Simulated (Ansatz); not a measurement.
Nb: clamped-ion strain scan

Method: DFT PBE, scalar-relativistic, plane waves, PAW in Ansatz. Cutoff 420 eV, Γ-centred 20×20×20 k-points, Gaussian smearing of 0.15 eV. No spin polarisation. Energies are free energies at this smearing, counted from the undisturbed cell; pressure is positive in compression.

The starting cell (as given, not relaxed at this level; it stands at -2.7 GPa):

```
Nb
1.0
    -1.66395    1.66395    1.66395
     1.66395   -1.66395    1.66395
     1.66395    1.66395   -1.66395
Nb
1
Direct
  0.00000 0.00000 0.00000
```

The cell is strained by ε times the Voigt pattern (0, 1, 0, 0, 0, 0) (xx, yy, zz, yz, xz, xy; engineering shear) with fractional coordinates fixed. The cell is metallic on the mesh throughout.

```tsv
ε	ΔE (meV/atom)	stress summed along the pattern (GPa, tension positive)	pressure (GPa)
-0.0600	33.3	-13.04	8.7
-0.0450	14.7	-8.65	5.5
-0.0300	3.2	-4.70	2.5
-0.0150	-1.6	-0.91	-0.2
0.0000	0.0	2.68	-2.7
0.0150	7.5	6.01	-5.0
0.0300	20.6	9.05	-7.1
0.0450	38.6	11.83	-9.0
0.0525	49.4	13.12	-9.9
0.0600	61.2	14.35	-10.7
```